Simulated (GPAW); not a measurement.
# TiTe2 (P-3m1) in GPAW: band structure with BP86

Aim: the band structure of TiTe2 with BP86.

Program: GPAW 26.7.0. These are calculated values, not measurements. Logs are shortened: lines on timing, memory, paths and dates and some standing lists are left out, and cuts for length are marked. The log counts tension as positive stress, the text compression.

### Step 1. Starting point

Symmetry: P-3m1, No. 164, trigonal system. The conventional cell has a = 3.777 Å, b = 3.777 Å, c = 6.498 Å, α = 90.00°, β = 90.00°, γ = 120.00°. Te (site symmetry 3m) is surrounded by 3 Ti at 2.77 Å. Ti (site symmetry -3m) is surrounded by 6 Te at 2.77 Å.

### Step 2. Band structure, BP86, spin-orbit coupling, no magnetisation

Input file run.py:

```python
import numpy as np
from ase import Atoms
from ase.dft.bandgap import bandgap
from ase.io import write
from ase.units import GPa
from gpaw import GPAW, PW, setup_paths
from gpaw.spinorbit import soc_eigenstates

setup_paths.insert(0, '.')

atoms = Atoms(['Te', 'Te', 'Ti'],
              cell=[[3.777, 0.0, 0.0],
                    [-1.8885, 3.2709779501, 0.0],
                    [0.0, 0.0, 6.498]],
              scaled_positions=[[0.3333333333, 0.6666666667, 0.7372],
                                [0.6666666667, 0.3333333333, 0.2628],
                                [0.0, 0.0, 0.0]],
              pbc=True)

calc = GPAW(mode=PW(600),
            xc='GGA_X_B88+GGA_C_P86',
            kpts={'size': (6, 6, 3), 'gamma': True},
            occupations={'name': 'fermi-dirac', 'width': 0.05},
            nbands=24,
            convergence={'density': 1e-05, 'energy': 1e-05},
            maxiter=150,
            txt='gpaw.txt')
atoms.calc = calc
energy = atoms.get_potential_energy()
forces = atoms.get_forces()
stress = atoms.get_stress()
calc.write('gs.gpw')
write('result.traj', atoms)
print(f'Energy: {energy:.6f} eV')
print('Forces (eV/A):')
print(forces.round(4))
print('Stress (GPa):', (stress / GPa).round(3))
print('Fermi level:', round(calc.get_fermi_level(), 4), 'eV')
print(f'Gap: {bandgap(calc)[0]:.4f} eV, direct: {bandgap(calc, direct=True)[0]:.4f} eV')

path = atoms.cell.bandpath('GMKGALHA,LM,KH', npoints=100, eps=1e-4)
bs_calc = calc.fixed_density(kpts=path, symmetry='off', nbands=40,
                             convergence={'bands': 'CBM+6.0', 'eigenstates': 1e-6}, txt='bands.txt')
bs = bs_calc.band_structure()
bs.write('bs.json')
print(f'Gap on the path: {bandgap(bs_calc)[0]:.4f} eV')

soc = soc_eigenstates(bs_calc, theta=90, phi=45)
np.savetxt('soc_bands.dat', soc.eigenvalues(), fmt='%.4f')
mesh = soc_eigenstates('gs.gpw', theta=90, phi=45)
np.savetxt('soc_mesh.dat', mesh.eigenvalues(), fmt='%.4f')
print('Fermi level with spin-orbit coupling:', round(mesh.fermi_level, 4), 'eV')
```

Potentials or basis: PAW data sets generated in the run's folder for this functional, pw.

The run is started by

```
gpaw-setup -f GGA_X_B88+GGA_C_P86 Te Ti
OMP_NUM_THREADS=1 python run.py
```

gpaw.txt:

```text
__  _  _
 | _ |_)|_||  |
 |__||  | ||/\| - 26.7.0

Input parameters:
  mode=PW(ecut=600.0),
  convergence={'density': 1e-05, 'energy': 1e-05},
  kpts=MonkhorstPack(size=(6, 6, 3), gamma=True),
  maxiter=150,
  nbands=24,
  occupations=Occupations(name='fermi-dirac', width=0.05),
  xc=XC(name='GGA_X_B88+GGA_C_P86')

Diagonalizing LCAO Hamiltonian
Converting LCAO to pw mode

        Te

            Te

       Ti

Atoms  # Å, Bohr magnetons
|   | symbol |         x |        y |        z |    initial magnetic moments |
|---|--------|-----------|----------|----------|-----------------------------|
| 0 |     Te | -0.000000 | 2.180652 | 4.790326 | ( 0.0000,  0.0000,  0.0000) |
| 1 |     Te |  1.888500 | 1.090326 | 1.707674 | ( 0.0000,  0.0000,  0.0000) |
| 2 |     Ti |  0.000000 | 0.000000 | 0.000000 | ( 0.0000,  0.0000,  0.0000) |

Unit cell  # Å
| periodic |         x |        y |        z |  lengths |     angles |
|----------|-----------|----------|----------|----------|------------|
|      yes |  3.777000 | 0.000000 | 0.000000 | 3.777000 |  90.000000 |
|      yes | -1.888500 | 3.270978 | 0.000000 | 3.777000 |  90.000000 |
|      yes |  0.000000 | 0.000000 | 6.498000 | 6.498000 | 120.000000 |

Number of symmetries: 12
Symmetry operations  # r_c * U_cc + t_c -> r_c
|    | kind |            matrix            |
|----|------|------------------------------|
|  0 |  σ   |  1, 1, 0,  0,-1, 0,  0, 0, 1 |
|  1 |  S6  |  1, 1, 0, -1, 0, 0,  0, 0,-1 |
|  2 |  E   |  1, 0, 0,  0, 1, 0,  0, 0, 1 |
|  3 |  C2  |  1, 0, 0, -1,-1, 0,  0, 0,-1 |
|  4 |  C2  |  0, 1, 0,  1, 0, 0,  0, 0,-1 |
|  5 |  C3  |  0, 1, 0, -1,-1, 0,  0, 0, 1 |
|  6 |  S6  |  0,-1, 0,  1, 1, 0,  0, 0,-1 |
|  7 |  σ   |  0,-1, 0, -1, 0, 0,  0, 0, 1 |
|  8 |  σ   | -1, 0, 0,  1, 1, 0,  0, 0, 1 |
|  9 |  i   | -1, 0, 0,  0,-1, 0,  0, 0,-1 |
| 10 |  C3  | -1,-1, 0,  1, 0, 0,  0, 0, 1 |
| 11 |  C2  | -1,-1, 0,  0, 1, 0,  0, 0,-1 |

BZ-sampling:
  Number of BZ points: 108
  Number of IBZ points: 17

  Monkhorst-Pack size: [6, 6, 3]
  Monkhorst-Pack shift: [0.08333333333333333, 0.08333333333333333, 0.0]

K-points  # in reciprocal-cell coordinates
|     |                                coordinates |     weight |
|-----|--------------------------------------------|------------|
|   0 | (  0.00000000,   0.00000000,   0.00000000) | 0.00925926 |
|   1 | (  0.00000000,   0.00000000,   0.33333333) | 0.01851852 |
|   2 | (  0.16666667,   0.00000000,  -0.33333333) | 0.05555556 |
|   3 | (  0.16666667,   0.00000000,   0.00000000) | 0.05555556 |
|   4 | (  0.16666667,   0.00000000,   0.33333333) | 0.05555556 |
|   5 | (  0.33333333,  -0.16666667,   0.00000000) | 0.05555556 |
|   6 | (  0.33333333,  -0.16666667,   0.33333333) | 0.11111111 |
|   7 | (  0.33333333,   0.00000000,  -0.33333333) | 0.05555556 |
|   8 | (  0.33333333,   0.00000000,   0.00000000) | 0.05555556 |
|   9 | (  0.33333333,   0.00000000,   0.33333333) | 0.05555556 |
| ... |                                            |            |
|  16 | (  0.50000000,   0.50000000,   0.33333333) | 0.05555556 |

Plane wave coefficients: 2705
Cutoff: 600.0 eV

Spin-components: 1 (collinear spins)
Bands:           24
Projectors:      16
Spin-degeneracy: 2
Datatype:        complex128

Parallelization:
  kpt:    1
  domain: 1
  band:   1

Density:
  Valence electrons: 24.0
  Components: 1
  Grid points: [24 24 40]
  Charge: 0.0  # |e|

Potential:
  Grid points: [24 24 40]

species:
  Te:
    name:    Tellurium
    Z:       52.0
    valence: 6
    core:    46
    charge:  0.0  # [|e|]
    compensation charges:
      type: gauss
      rc: 0.36  # [Å]
      lmax: 2
    cutoffs:
      filter: 2.09  # [Å]
      core: 3.17  # [Å]
    projectors
    | kind |    occ | energy [eV] | rcut [Å] |
    |------|--------|-------------|----------|
    |   5s |  2.000 |     -15.234 |    1.180 |
    |   5p |  4.000 |      -6.076 |    1.196 |
    |    s |        |      11.978 |    1.180 |
    |    p |        |      21.136 |    1.196 |
    |    d |        |       0.000 |    1.238 |

    Using partial waves for Te as LCAO basis

  Ti:
    name:    Titanium
    Z:       22.0
    valence: 12
    core:    10
    charge:  0.0  # [|e|]
    compensation charges:
      type: gauss
      rc: 0.38  # [Å]
      lmax: 2
    cutoffs:
      filter: 2.23  # [Å]
      core: 1.02  # [Å]
    projectors
    | kind |    occ | energy [eV] | rcut [Å] |
    |------|--------|-------------|----------|
    |   3s |  2.000 |     -62.695 |    1.270 |
    |   4s |  2.000 |      -4.606 |    1.270 |
    |   3p |  6.000 |     -38.943 |    1.058 |
    |   4p |  0.000 |      -1.556 |    1.058 |
    |   3d |  2.000 |      -4.386 |    1.058 |
    |    d |        |      22.825 |    1.058 |

    Using partial waves for Ti as LCAO basis

Reference energy: -392879.374490  # eV

eigensolver:
  PPCG
  Converge bands: occupied
  niter=2

density mixing:
  MSR1-Mixer
  Pratt-step length: 0.05
  Maximum mixing coefficient: 0.75
  Old densities: 10
  SVD Regularization: 0.005
  Good broyden scale: 1.0
  Trust region scale: 1.0
  Backstep threshold: 4.0
  History deletion threshold: 6.0
  Fourier metric: weight=20.0, sigma=0.015

occupation numbers:
  Fermi-Dirac:
    width: 0.0500  # eV

poisson solver:
  ecut: 4800.0  # eV

xc functional:
  name: GGA_X_B88+GGA_C_P86 with 2 nearest neighbor stencil

convergence criteria:
- Maximum integral of absolute [dens]ity change: 1e-05 electrons / valence electron
- Maximum [total energy] change in last 3 cyles: 1e-05 eV / valence electron
- Maximum integral of absolute [eigenst]ate change: 4e-08 eV^2 / valence electron
maximum number of iterations: 150

SCF iterations
|iter     | |      energy | eigst |  dens |
|---------|-|-------------|-------|-------|
|iter:   1| |  -14.804190 | -0.01 |       |
|iter:   2| |  -14.766880 | -2.26 | -1.24 |
|iter:   3| |  -15.021994 | -1.46 | -1.28 |
|iter:   4| |  -14.809525 | -1.96 | -1.18 |
|iter:   5| |  -14.648049 | -2.57 | -1.32 |
|iter:   6| |  -14.651746 | -3.34 | -1.97 |
|iter:   7| |  -14.651140 | -4.18 | -2.59 |
|iter:   8| |  -14.651136 | -5.27 | -3.19 |
|iter:   9| |  -14.651137c| -7.16 | -4.01 |
|iter:  10| |  -14.651137c| -7.92c| -4.53 |
|iter:  11| |  -14.651137c| -8.71c| -5.45c|

Converged in 11 steps
Energy contributions relative to reference atoms: (reference = -392879.374490)

Energy contributions:
  Kinetic:          27.816747
  Coulomb:         -27.817819
  Zero:              0.311855
  External:          0.000000
  Xc:              -14.956033
  Entropy:          -0.011775
  Spinorbit:         0.000000
  ----------------------------
  Free energy:     -14.657025
  Extrapolated:    -14.651137

dipole moment: (-6.005983, -10.402667, -20.665542)  # |e|*Ang

Fermi level: 6.568
Eigenvalues  # (at kpt = [0.000, 0.000, 0.000])
| band index |      eig [eV] | occ [0-2] |
|------------|---------------|-----------|
|          0 |       -50.857 |     2.000 |
|          1 |       -27.135 |     2.000 |
|          2 |       -27.135 |     2.000 |
|          3 |       -27.107 |     2.000 |
|          4 |        -5.841 |     2.000 |
|          5 |        -4.358 |     2.000 |
[... 9 lines left out ...]
|         15 |         9.602 |     0.000 |
|         16 |         9.602 |     0.000 |
|        ... |               |           |
|         23 |        17.088 |     0.000 |

No gap
No difference between direct/indirect transitions

Forces  # eV/Ang
|        x |        y |        z |
|----------|----------|----------|
| -0.00000 | -0.00000 |  0.09382 |  # Te   0
| -0.00000 |  0.00000 | -0.09382 |  # Te   1
| -0.00000 |  0.00000 |  0.00000 |  # Ti   2

Stress tensor  # eV/Ang^3
|         x |         y |         z |
|-----------|-----------|-----------|
| -0.007228 |  0.000000 |  0.000000 |
|  0.000000 | -0.007228 | -0.000000 |
|  0.000000 | -0.000000 | -0.003941 |

# Writing to gs.gpw (mode='')
```

It took 2.2 min on 1 thread of Arm Neoverse V1, shared host; peak memory 0.48 GiB.

What came out:

| Item | Value |
| --- | --- |
| Free energy | -14.6570 eV |
| Pressure | 1.0 GPa |
| Largest force | 0.094 eV/Å |
| Band gap along the path | none (metal or under the smearing width) |

Forces in eV/Å, atoms in the order of the input:
```
Te   0.000  0.000  0.094
Te   0.000  0.000 -0.094
Ti   0.000  0.000  0.000
```

Levels at the corners of the path, in eV from the Fermi level:
| point | band 20 | band 21 | band 22 | band 23 | band 24 | band 25 | band 26 | band 27 | band 28 | band 29 |
| --- | --- | --- | --- | --- | --- | --- | --- | --- | --- | --- |
| Γ | -0.02 | 0.34 | 0.34 | 0.39 | 0.39 | 0.40 | 0.40 | 1.14 | 1.14 | 1.44 |
| M | -2.45 | -1.74 | -1.74 | -1.10 | -1.10 | 0.03 | 0.03 | 1.14 | 1.14 | 1.47 |
| K | -2.54 | -2.30 | -2.30 | -2.14 | -2.14 | 0.97 | 0.97 | 1.37 | 1.37 | 1.45 |
| Γ | -0.02 | 0.34 | 0.34 | 0.39 | 0.39 | 0.40 | 0.40 | 1.14 | 1.14 | 1.44 |
| A | -1.48 | 0.35 | 0.35 | 0.38 | 0.38 | 0.38 | 0.38 | 1.01 | 1.01 | 1.11 |
| L | -1.97 | -1.16 | -1.16 | -0.45 | -0.45 | -0.25 | -0.25 | 1.13 | 1.13 | 1.44 |
| H | -3.14 | -1.75 | -1.75 | -1.66 | -1.66 | 0.96 | 0.96 | 0.97 | 0.97 | 1.03 |
| A | -1.48 | 0.35 | 0.35 | 0.38 | 0.38 | 0.38 | 0.38 | 1.01 | 1.01 | 1.11 |
| L | -1.97 | -1.16 | -1.16 | -0.45 | -0.45 | -0.25 | -0.25 | 1.13 | 1.13 | 1.44 |
| M | -2.45 | -1.74 | -1.74 | -1.10 | -1.10 | 0.03 | 0.03 | 1.14 | 1.14 | 1.47 |
| K | -2.54 | -2.30 | -2.30 | -2.14 | -2.14 | 0.97 | 0.97 | 1.37 | 1.37 | 1.45 |
| H | -3.14 | -1.75 | -1.75 | -1.66 | -1.66 | 0.96 | 0.96 | 0.97 | 0.97 | 1.03 |

Caveat: spin-orbit coupling was added after a scalar SCF, so levels and gaps hold it while energy, forces, pressure and moments don't; this program's spin-orbit splittings come out too wide for heavy elements.
